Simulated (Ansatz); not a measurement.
# CdO5: a trial structure relaxed, part 1 of 2

Aim: relax a trial structure of CdO5 and see where it ends.

Method: DFT PBE, scalar-relativistic, plane waves, PAW, in Ansatz 0.2.0.

1 further run of the same task is left out (it didn't finish).

### Step 1. The starting structure

The structure is cubic, space group F-43m (No. 216). The conventional cell has a = 6.528 Å, b = 6.528 Å, c = 6.528 Å, α = 90.00°, β = 90.00°, γ = 90.00°. Cd (site symmetry -43m) is surrounded by 16 O at 2.71 to 2.83 Å. O (site symmetry -43m) is surrounded by 12 O at 2.71 Å and 4 Cd at 2.83 Å. O (site symmetry 3m) has 9 O at 2.31 to 2.71 Å and 3 Cd at 2.71 Å as nearest neighbours.

Coordinates:

```
CELL_PARAMETERS angstrom
0.00000 3.26394 3.26394
3.26394 0.00000 3.26394
3.26394 3.26394 0.00000
ATOMIC_POSITIONS crystal
Cd 0.00000 0.00000 0.00000
O 0.75000 0.75000 0.75000
O 0.37500 0.37500 0.87500
O 0.37500 0.87500 0.37500
O 0.87500 0.37500 0.37500
O 0.37500 0.37500 0.37500
```

A structure generator made this guess: species swapped into a database cell of ZrCu5 (F-43m, No. 216), with Cd on the Zr sites and O on the Cu sites. Its size is a rough estimate.

### Step 2. The guess as it stands, on a coarse mesh

Input file input.yaml:

```yaml
crystal:
  lattice:
    - [0.0, 3.2639355, 3.2639355]
    - [3.2639355, 0.0, 3.2639355]
    - [3.2639355, 3.2639355, 0.0]
  atoms:
    - { symbol: Cd, position: [0.0, 0.0, 0.0] }
    - { symbol: O, position: [0.75, 0.75, 0.75] }
    - { symbol: O, position: [0.375, 0.375, 0.875] }
    - { symbol: O, position: [0.375, 0.875, 0.375] }
    - { symbol: O, position: [0.875, 0.375, 0.375] }
    - { symbol: O, position: [0.375, 0.375, 0.375] }
basis:
  ecutwfc: 420
kpoints:
  mp_grid: { grid: [4, 4, 4] }
hamiltonian:
  xc: pbe
scf:
  occupations: { method: gaussian, width: 0.1 }
  lower_state_search: "off"
output:
  forces: true
  stress: true
  eigenvalues: true
```

Command:

```sh
ansatz run input.yaml --threads 1 --pin off --max-ram 2560MiB --backend cpu --events-out ev --progress --plain --runs-dir out
```

What it wrote (excerpt; [...] marks lines left out):

```text
[...]
SCF converged after 8 iterations
Free energy (F): -11069.836980 eV
[...]
E sigma→0 (E₀):  -11069.783253 eV
Entropy (-TS):   -0.107454 eV (-17.909 meV/atom)
Fermi energy:    5.514614 eV
[...]
--- Forces (eV/Å), atoms counted from 1 ---
  atom   1  Cd     0.00000000    -0.00000000    -0.00000000
  atom   2  O     -0.00000000     0.00000000     0.00000000
  atom   3  O     -0.04954068    -0.04954068     0.04954068
  atom   4  O     -0.04954068     0.04954068    -0.04954068
  atom   5  O      0.04954068    -0.04954068    -0.04954068
  atom   6  O      0.04954068     0.04954068     0.04954068
[...]
--- Stress (GPa, compression-positive) ---
      -13.431332      -0.000000       0.000000
        0.000000     -13.431332      -0.000000
       -0.000000      -0.000000     -13.431332
  P = ⅓ Tr σ = -13.4313 GPa (-134.313 kbar)
--- Band table (eV; the first three rows and the last of 8) ---
[...]
```

Run time: 1.9 s. Hardware: 1 thread of Intel Xeon at 2.70GHz, shared host; peak memory 0.34 GiB.

The probe gives pressure -13.4 GPa, largest force 0.09 eV/Å, gap on this mesh none (metal). A cheap, loose relaxation comes first.

### Step 3. Spin check on a coarse mesh

Input file input.yaml:

```yaml
crystal:
  lattice:
    - [0.0, 3.2639355, 3.2639355]
    - [3.2639355, 0.0, 3.2639355]
    - [3.2639355, 3.2639355, 0.0]
  atoms:
    - { symbol: Cd, position: [0.0, 0.0, 0.0] }
    - { symbol: O, position: [0.75, 0.75, 0.75], spin: 1.0 }
    - { symbol: O, position: [0.375, 0.375, 0.875], spin: 1.0 }
    - { symbol: O, position: [0.375, 0.875, 0.375], spin: 1.0 }
    - { symbol: O, position: [0.875, 0.375, 0.375], spin: 1.0 }
    - { symbol: O, position: [0.375, 0.375, 0.375], spin: 1.0 }
basis:
  ecutwfc: 420
kpoints:
  mp_grid: { grid: [4, 4, 4] }
hamiltonian:
  xc: pbe
scf:
  occupations: { method: gaussian, width: 0.1 }
  lower_state_search: "off"
output:
  forces: true
  stress: true
  eigenvalues: true
  populations: true
magnetization:
  spin_polarized: true
```

Command:

```sh
ansatz run input.yaml --threads 1 --pin off --max-ram 2560MiB --backend cpu --events-out ev --progress --plain --runs-dir out
```

What it wrote (excerpt; [...] marks lines left out):

```text
[...]
SCF converged after 14 iterations
Magnetization: 5.3638 μB (27.6819 up, 22.3181 down)
Absolute magnetization: 5.5739 μB (∫|ρ↑−ρ↓|, with the PAW one-centre terms)
Spin contamination: 0.0401 ħ² per cell (⟨S²⟩ above its minimum at these occupations)
Per-site moments (μB) at R_I (Å): [(-0.027770337614904585, 1.1163538436965457), (1.584093312780607, 1.1163538436965454), (0.936901789794628, 0.9520297567297705), (0.9369017897946278, 0.9520297567297705), (0.9369017897946278, 0.9520297567297705), (0.9369017897946269, 0.9520297567297705)]
Free energy (F): -11071.127520 eV
[...]
E sigma→0 (E₀):  -11071.121024 eV
Entropy (-TS):   -0.012991 eV (-2.165 meV/atom)
Fermi energy:    5.800572 eV
[...]
--- Forces (eV/Å), atoms counted from 1 ---
  atom   1  Cd     0.00000000    -0.00000000     0.00000000
  atom   2  O     -0.00000000     0.00000000     0.00000000
  atom   3  O     -0.00410138    -0.00410138     0.00410138
  atom   4  O     -0.00410138     0.00410138    -0.00410138
  atom   5  O      0.00410138    -0.00410138    -0.00410138
  atom   6  O      0.00410138     0.00410138     0.00410138
[...]
--- Stress (GPa, compression-positive) ---
       -9.356061      -0.000000       0.000000
        0.000000      -9.356061      -0.000000
        0.000000      -0.000000      -9.356061
  P = ⅓ Tr σ = -9.3561 GPa (-93.561 kbar)
--- Band table (eV; the first three rows and the last of 16) ---
[...]
--- Löwdin populations: 6 sites ---
  site symbol       q [e]    m [muB]
     0     Cd     18.4770    -0.0745
     1      O      6.2702     1.6275
     2      O      6.2816     0.9633
     3      O      6.2816     0.9633
     4      O      6.2816     0.9633
     5      O      6.2816     0.9633
  spilling = 0.002526 (of n_electrons = 50.000000)
```

Run time: 5.9 s. Hardware: 1 thread of Intel Xeon at 2.70GHz, shared host; peak memory 0.35 GiB.

By site:

```tsv
atom	moment in the atom's sphere (μB)	Löwdin electrons
Cd1	-0.03	18.48
O2	1.58	6.27
O3	0.94	6.28
O4	0.94	6.28
O5	0.94	6.28
O6	0.94	6.28
```

The same cell is solved with trial moments on O. The largest site moment that stays is 1.58 μB and the cell's total 5.36 μB. The workflow keeps spin only above 0.25 μB on a site, so spin is kept from here on.

### Step 4. Rough relaxation on the coarse mesh

Changes to input.yaml since step 3:

```diff
@@ -28 +28,6 @@
   spin_polarized: true
+relax:
+  adjacent_minimum: "off"
+  f_tol: 0.04
+  max_steps: 70
+  cell: { stress_tol: 0.4 }
```

Command:

```sh
ansatz run input.yaml --threads 1 --pin off --max-ram 2560MiB --backend cpu --events-out ev --progress --plain --runs-dir out
```

What it wrote:

```text
Warning: RAYON_NUM_THREADS=1 ignored (pool sized by the plan → 1); use --threads N
Engine: ansatz 0.2.0, x86_64-unknown-linux-gnu
Pseudopotentials: kind: paw
Pseudopotential: Cd, paw, valence charge 20, recommended cutoff 420 eV (normal), Cd.paw.azcp
Pseudopotential: O, paw, valence charge 6, recommended cutoff 420 eV (normal), O.paw.azcp
Functional definition: PBE
  parameter kappa = 0.804
  parameter beta = 0.06672455060314922
  exchange = pbe_x(kappa = kappa, mu = beta*pi^2/3)
  correlation = pbe_c(beta = beta)
Crystal: 6 atoms, lattice volume = 69.543 Å³
Basis set: ecut = 420 eV, 1363 PW (Γ), exchange–correlation on 64×64×64 points (8 copies of the dense FFT grid, shifted against one another)
Bands: 34, of which v1, the nominal top of the filled ones, is band 25 counted from 1 (24 counted from 0)
Symmetry: 24 space group operations
Space group: F-43m (ITA 216), of the structure as read, at distance tolerance 4.1e-5 Å
Magnetic group: BNS 216.74 (UNI 1576), of the structure as read, at distance tolerance 4.1e-5 Å
k-points: 8 of 64 (time reversal used)
Non-local potential: Cd, projectors of the file, l = 0: 3, l = 1: 2, l = 2: 2, l = 3: 1
Non-local potential: O, projectors of the file, l = 0: 2, l = 1: 2, l = 2: 1
PAW form: soft (Blöchl's): semilocal exchange-correlation on the pseudo side does not see the compensation charge
PAW one-centre angular grid: Cd, 590 points (default); XC on 64 Gauss nodes
PAW one-centre angular grid: O, 110 points (default); XC on 64 Gauss nodes
Initial density: superposition of atomic densities (chi_scale 0.1, normalization cell, long waves kept (reshape's long-wave potential 0.02 eV rms))
Starting moments: Σ|m| = 5 μB on 5 of 6 sites
Initial wavefunctions: pseudopotential atomic-orbital guess
Functional: x = pbe(κ = 0.804, μ = 0.2195149727645171), c = pbe(β = 0.06672455060314922)
SCF iter   1: F=—  HF=-11073.084492 eV  |F-HF|=—  |Δ(HF+E_count)|=         —  Δρ=7.14e-2 (↑7.14e-2 ↓5.00e-2)  dr2=9.55e0  dr2_m=2.09e-1  M=3.964 μB ∫|m|=4.131 μB  β_m=0.30  ethr=3.10e-3  ⟨swp⟩=5.8  Hψ=1993  notcnv=0
preconditioner: auto → none  [insulator: Δε(μ)=0.119 eV  Ē_g=13.046 eV  σ=0.100 eV  W_gap=0.53  n_scr=14 (ndim 8)  ℏωp=28.9 eV  f_vac=0.000  D(μ)=1.74/eV (n_scr^D=14)  ε∞_Penn≈5.9]
SCF iter   2: F=—  HF=-11074.002166 eV  |F-HF|=—  |Δ(HF+E_count)|=   9.18e-1  Δρ=1.45e-1 (↑1.45e-1 ↓1.30e-1)  dr2=7.57e1  dr2_m=3.53e-1  M=3.877 μB ∫|m|=3.940 μB  β_m=0.30  ethr=3.10e-3  ⟨swp⟩=3.0  Hψ=1256  notcnv=0  defer=16
preconditioner: auto → Kerker (q_TF=auto, 2.582 Å⁻¹)  [metal: Δε(μ)=0.016 eV  Ē_g=12.925 eV  σ=0.100 eV  W_gap=0.09  n_scr=14 (ndim 8)  ℏωp=28.9 eV  f_vac=0.000  D(μ)=7.44/eV (n_scr^D=112)]
spin=Collinear: Kerker preconditioning applied to the charge; magnetization (m = ρ↑ − ρ↓) channel mixes plain (no charge-response kernel on spin).
SCF iter   3: F=—  HF=-11071.558259 eV  |F-HF|=—  |Δ(HF+E_count)|=    2.44e0  Δρ=5.27e-2 (↑5.27e-2 ↓3.30e-2)  dr2=5.07e0  dr2_m=1.81e-1  M=3.938 μB ∫|m|=4.077 μB  β_m=0.30  ethr=3.10e-3  ⟨swp⟩=2.2  Hψ=1103  notcnv=0  defer=16
SCF iter   4: F=—  HF=-11070.890836 eV  |F-HF|=—  |Δ(HF+E_count)|=   6.67e-1  Δρ=3.01e-2 (↑3.01e-2 ↓2.65e-2)  dr2=5.73e-2  dr2_m=4.78e-1  M=4.964 μB ∫|m|=5.067 μB  β_m=1.00  ethr=3.10e-3  ⟨swp⟩=2.6  Hψ=1080  notcnv=0  defer=16
SCF iter   5: F=—  HF=-11071.050622 eV  |F-HF|=—  |Δ(HF+E_count)|=   1.60e-1  Δρ=2.52e-2 (↑1.41e-2 ↓2.52e-2)  dr2=7.80e-1  dr2_m=1.52e-1  M=5.457 μB ∫|m|=5.597 μB  β_m=1.00  ethr=1.15e-4  ⟨swp⟩=2.0  Hψ=1001  notcnv=0  defer=16
SCF iter   6: F=—  HF=-11071.006812 eV  |F-HF|=—  |Δ(HF+E_count)|=   4.38e-2  Δρ=7.16e-3 (↑7.16e-3 ↓3.04e-3)  dr2=9.72e-2  dr2_m=6.34e-3  M=5.380 μB ∫|m|=5.555 μB  β_m=0.30  ethr=1.15e-4  ⟨swp⟩=2.0  Hψ=1066  notcnv=0  defer=16
SCF iter   7: F=—  HF=-11071.065213 eV  |F-HF|=—  |Δ(HF+E_count)|=   5.84e-2  Δρ=1.14e-2 (↑4.28e-3 ↓1.14e-2)  dr2=6.99e-2  dr2_m=3.30e-2  M=5.189 μB ∫|m|=5.380 μB  β_m=0.30  ethr=1.15e-4  ⟨swp⟩=1.9  Hψ=613  notcnv=0  defer=16
Mixer restart at iter 7: flushing history
spin-set hold released at iteration 7 (site moments contracting): the magnetisation degrees of freedom join the quasi-Newton model from the next iteration; the mixer history was flushed
SCF iter   8: F=—  HF=-11071.094482 eV  |F-HF|=—  |Δ(HF+E_count)|=   2.93e-2  Δρ=4.27e-3 (↑4.27e-3 ↓1.93e-3)  dr2=2.30e-2  dr2_m=3.16e-3  M=5.349 μB ∫|m|=5.536 μB  β_m=0.32  ethr=1.15e-4  ⟨swp⟩=1.7  Hψ=662  notcnv=0  defer=16
SCF iter   9: F=—  HF=-11071.109655 eV  |F-HF|=—  |Δ(HF+E_count)|=   1.52e-2  Δρ=4.07e-3 (↑2.03e-3 ↓4.07e-3)  dr2=4.16e-3  dr2_m=5.37e-3  M=5.297 μB ∫|m|=5.491 μB  β_m=0.28  ethr=4.60e-5  ⟨swp⟩=1.6  Hψ=574  notcnv=0  defer=16
SCF iter  10: F=—  HF=-11071.124614 eV  |F-HF|=—  |Δ(HF+E_count)|=   1.50e-2  Δρ=1.56e-3 (↑1.26e-3 ↓1.56e-3)  dr2=6.11e-4  dr2_m=1.09e-3  M=5.334 μB ∫|m|=5.535 μB  β_m=0.59  ethr=8.32e-6  ⟨swp⟩=2.2  Hψ=790  notcnv=0  defer=16
SCF iter  11: F=—  HF=-11071.127520 eV  |F-HF|=—  |Δ(HF+E_count)|=   2.91e-3  Δρ=4.54e-4 (↑4.54e-4 ↓3.65e-4)  dr2=2.08e-4  dr2_m=7.28e-5  M=5.360 μB ∫|m|=5.568 μB  β_m=0.68  ethr=1.22e-6  ⟨swp⟩=2.0  Hψ=827  notcnv=0  defer=16
SCF iter  12: F=—  HF=-11071.127526 eV  |F-HF|=—  |Δ(HF+E_count)|=   6.23e-6  Δρ=8.76e-5 (↑7.81e-5 ↓8.76e-5)  dr2=5.12e-6  dr2_m=3.60e-6  M=5.362 μB ∫|m|=5.571 μB  β_m=0.84  ethr=4.17e-7  ⟨swp⟩=1.6  Hψ=654  notcnv=0  defer=16
SCF iter  13: F=—  HF=-11071.127520 eV  |F-HF|=—  |Δ(HF+E_count)|=   6.66e-6  Δρ=4.27e-5 (↑3.16e-5 ↓4.27e-5)  dr2=1.23e-6  dr2_m=6.53e-7  M=5.364 μB ∫|m|=5.573 μB  β_m=0.92  ethr=1.02e-8  ⟨swp⟩=2.0  Hψ=851  notcnv=0  defer=16
SCF iter  14: F=-11071.127520 eV  HF=-11071.127520 eV  |F-HF|=2.98e-8  |Δ(HF+E_count)|=   3.15e-7  Δρ=6.85e-6 (↑3.55e-6 ↓6.85e-6)  dr2=4.98e-8  dr2_m=9.47e-9  M=5.364 μB ∫|m|=5.573 μB  ethr=2.00e-10  ⟨swp⟩=9.4  Hψ=2343  notcnv=0
SCF 1 converged in 14 iterations: F = -11071.127520 eV  dr2 = 4.98e-8
relax step   1: F+E_penalty+E_count = -11071.12751993 eV  Δ(F+E_penalty+E_count) = +0.000e0 eV  max|allowed force component| = 4.101e-3 eV/Å  Δτ_max = 0.0000 Å  P = -9.356 GPa  Ω = 69.543 Å³  (14 SCF iters, dr2 threshold 1.00e-7 eV, accepted)
[... 18 lines left out ...]
relax step   2: F+E_penalty+E_count = -11071.41328318 eV  Δ(F+E_penalty+E_count) = -2.858e-1 eV  max|allowed force component| = 6.451e-2 eV/Å  Δτ_max = 0.0019 Å  P = +1.711 GPa  Ω = 61.051 Å³  energy of the carried Pulay correction = +5.379e-2 eV  (9 SCF iters, dr2 threshold 6.00e-7 eV, accepted)
[... 19 lines left out ...]
relax step   3: F+E_penalty+E_count = -11071.41259281 eV  Δ(F+E_penalty+E_count) = +6.904e-4 eV  max|allowed force component| = 3.901e-2 eV/Å  Δτ_max = 0.0053 Å  P = -0.244 GPa  Ω = 62.185 Å³  energy of the carried Pulay correction = +4.620e-2 eV  (11 SCF iters, dr2 threshold 6.00e-7 eV, accepted)
[... 14 lines left out ...]
relax step   4: F+E_penalty+E_count = -11071.38759790 eV  Δ(F+E_penalty+E_count) = +2.499e-2 eV  max|allowed force component| = 3.911e-2 eV/Å  Δτ_max = 0.0000 Å  P = -1.055 GPa  Ω = 62.185 Å³  stress off target by 1.05e0 GPa  SCF on the basis re-selected at this cell (its energy is not comparable with the rows above)  (9 SCF iters)
[... 16 lines left out ...]
relax step   5: F+E_penalty+E_count = -11071.39572918 eV  Δ(F+E_penalty+E_count) = -8.131e-3 eV  max|allowed force component| = 9.734e-3 eV/Å  Δτ_max = 0.0123 Å  P = -0.128 GPa  Ω = 61.584 Å³  energy of the carried Pulay correction = +3.800e-3 eV  (9 SCF iters, dr2 threshold 6.00e-7 eV, accepted)
[... 10 lines left out ...]
relax step   6: F+E_penalty+E_count = -11071.39226556 eV  Δ(F+E_penalty+E_count) = +3.464e-3 eV  max|allowed force component| = 9.760e-3 eV/Å  Δτ_max = 0.0000 Å  P = -0.189 GPa  Ω = 61.584 Å³  stress off target by 1.89e-1 GPa  SCF on the basis re-selected at this cell (its energy is not comparable with the rows above)  (6 SCF iters)
basis re-selected at this cell: Δ(F+E_penalty+E_count) = +3.464e-3 eV, ΔP = -0.060 GPa vs the last step (what re-selecting the basis moved, of the pressure what is left beyond the Pulay correction that the steps carried, after the strain that the cell walked since its last selection, with what the two solves' SCF thresholds leave and, on support functions, any second-order correction that the steps lacked; it is no measure of the basis error at this ecutwfc). This SCF's stress stands 1.89e-1 GPa from its target on what of the cell is left free (relax.cell.stress_tol is 4.00e-1 GPa) and its largest allowed force component is 9.76e-3 eV/Å (relax.f_tol is 4.00e-2 eV/Å): within both
SCF converged after 6 iterations
Magnetization: 4.8524 μB (27.4262 up, 22.5738 down)
Absolute magnetization: 5.0050 μB (∫|ρ↑−ρ↓|, with the PAW one-centre terms)
Spin contamination: 0.0345 ħ² per cell (⟨S²⟩ above its minimum at these occupations)
Per-site moments (μB) at R_I (Å): [(-0.007764930468725123, 1.0734090003011139), (1.492121533185876, 1.0707062490002381), (0.8169844805729957, 0.9015532195031469), (0.8169844805729964, 0.9015532195031469), (0.8169844805729952, 0.9015532195031469), (0.8169844805729954, 0.9015532195031469)]
Free energy (F): -11071.392266 eV
Harris-Foulkes:  -11071.392266 eV  (|F-HF|=4.47e-10)
Internal energy: -11071.361525 eV  (E = F + TS)
E sigma→0 (E₀):  -11071.376895 eV
Entropy (-TS):   -0.030741 eV (-5.123 meV/atom)
Fermi energy:    7.638443 eV
--- Per-component energies (eV) ---
  E_band       = -488.593703
  E_kinetic    = 1344.269270
  E_local      = -4342.529185  (includes V_loc(G=0)·N_el)
  E_nonlocal   = 281.614115
  E_hartree    = 1808.875664
  E_xc         = -533.350514
  E_vxc        = -675.837781  (∫ρ·V_xc dr)
  E_paw        = -4868.194987  (= ΣΔE_a)
  E_vpaw       = -713.871829  (= ΣTr[D̂ρ^β])
  E_aug_tail   = 0.011052  (compensation charges beyond the density's cutoff)
  E_ewald      = -4762.056940
  E_smearing   = -0.030741  (= −TS)
  E_closure    = -0.000000  (closes the sum)
  Σ components = -11071.392266   (vs F -11071.392266, Δ=0.00e0)
--- Forces (eV/Å), atoms counted from 1 ---
  atom   1  Cd     0.00000000    -0.00000000    -0.00000000
  atom   2  O     -0.00000000     0.00000000     0.00000000
  atom   3  O     -0.00975964    -0.00975964     0.00975964
  atom   4  O     -0.00975964     0.00975964    -0.00975964
  atom   5  O      0.00975964    -0.00975964    -0.00975964
  atom   6  O      0.00975964     0.00975964     0.00975964
  max |Σ_I F_I| component: 5.20e-17 eV/Å
--- Stress (GPa, compression-positive) ---
       -0.188887       0.000000       0.000000
        0.000000      -0.188887      -0.000000
        0.000000      -0.000000      -0.188887
  P = ⅓ Tr σ = -0.1889 GPa (-1.889 kbar)
--- Band table (eV; the first three rows and the last of 16) ---
  k-point 0 ↑: bands = ["-93.1964", "-54.2848", "-54.2848", "-54.2848", "-12.7980", "-9.8249", "-9.1613", "-9.1613", "-9.1613", "0.3293", "0.3293", "0.3293", "0.4397", "0.4397", "0.6390", "2.9510", "2.9510", "2.9510", "4.5371", "4.5371", "5.1320", "5.1320", "5.1320", "7.1811", "7.1811", "7.1811", "8.2280", "8.2280", "8.2280", "10.0931", "17.7430", "17.7430", "17.7430", "26.5950"]
[... 3 lines left out ...]
--- Relaxed structure (4 steps of the walk, 4 accepted, 2 SCFs on fresh bases) ---
  F+E_penalty+E_count = -11071.39226556 eV   max|allowed force component| = 9.760e-3 eV/Å   (the final SCF, on the basis selected at the relaxed cell)
  cell:  # Å, volume = 61.5843 Å³
    - [-2.8789214329454507e-33, 3.134344896947332, 3.134344896947332]
    - [3.134344896947332, -1.7836039811940446e-34, 3.134344896947332]
    - [3.134344896947332, 3.134344896947332, -2.4967538700552984e-33]
  atoms:
    - { symbol: Cd, position: [4.429017965113852e-20, -8.858035930227992e-20, 5.536272456392655e-20] }
    - { symbol: O, position: [0.7499999999999999, 0.7499999999999999, 0.7499999999999999] }
    - { symbol: O, position: [0.3767333359396251, 0.3767333359396251, 0.8697999921811245] }
    - { symbol: O, position: [0.3767333359396251, 0.8697999921811245, 0.3767333359396251] }
    - { symbol: O, position: [0.8697999921811245, 0.3767333359396251, 0.3767333359396251] }
    - { symbol: O, position: [0.3767333359396251, 0.3767333359396251, 0.3767333359396251] }
--- Löwdin populations: 6 sites ---
  site symbol       q [e]    m [muB]
     0     Cd     18.4548    -0.0507
     1      O      6.3186     1.5491
     2      O      6.2739     0.8471
     3      O      6.2739     0.8471
     4      O      6.2739     0.8471
     5      O      6.2739     0.8471
  spilling = 0.002619 (of n_electrons = 50.000000)
```

Run time: 25 s. Hardware: 1 thread of Intel Xeon at 2.70GHz, shared host; peak memory 0.38 GiB.

Relaxation path:

| step | energy from step 1 (eV/cell) | largest force component (eV/Å) | pressure (GPa) | volume (Å³) |
| --- | --- | --- | --- | --- |
| 1 | 0.0000 | 0.0041 | -9.36 | 69.54 |
| 2 | -0.2858 | 0.0645 | 1.71 | 61.05 |
| 3 | -0.2851 | 0.0390 | -0.24 | 62.18 |
| 4 | -0.2601 | 0.0391 | -1.05 | 62.18 |
| 5 | -0.2682 | 0.0097 | -0.13 | 61.58 |
| 6 | -0.2647 | 0.0098 | -0.19 | 61.58 |

Step 1 is the start. Steps 4, 6 each repeat the geometry before them on a plane-wave basis chosen anew, so the energy can jump there without any move.

Lengths and angles in the start's conventional setting:

|  | before | after | change |
| --- | --- | --- | --- |
| a (Å) | 6.528 | 6.269 | -4.0 % |
| b (Å) | 6.528 | 6.269 | -4.0 % |
| c (Å) | 6.528 | 6.269 | -4.0 % |
| volume (Å³/atom) | 11.59 | 10.26 | -11.4 % |
| shortest distance (Å) | 2.308 | 2.186 | -5.3 % |
| space group (0.01 Å) | F-43m | F-43m | same |

The run keeps the 24 symmetry operations of the start, so it could not have lowered the symmetry.

By site:

```tsv
atom	moment in the atom's sphere (μB)	Löwdin electrons
Cd1	-0.01	18.45
O2	1.49	6.32
O3	0.82	6.27
O4	0.82	6.27
O5	0.82	6.27
O6	0.82	6.27
```

(Continued in part 2 of 2.)
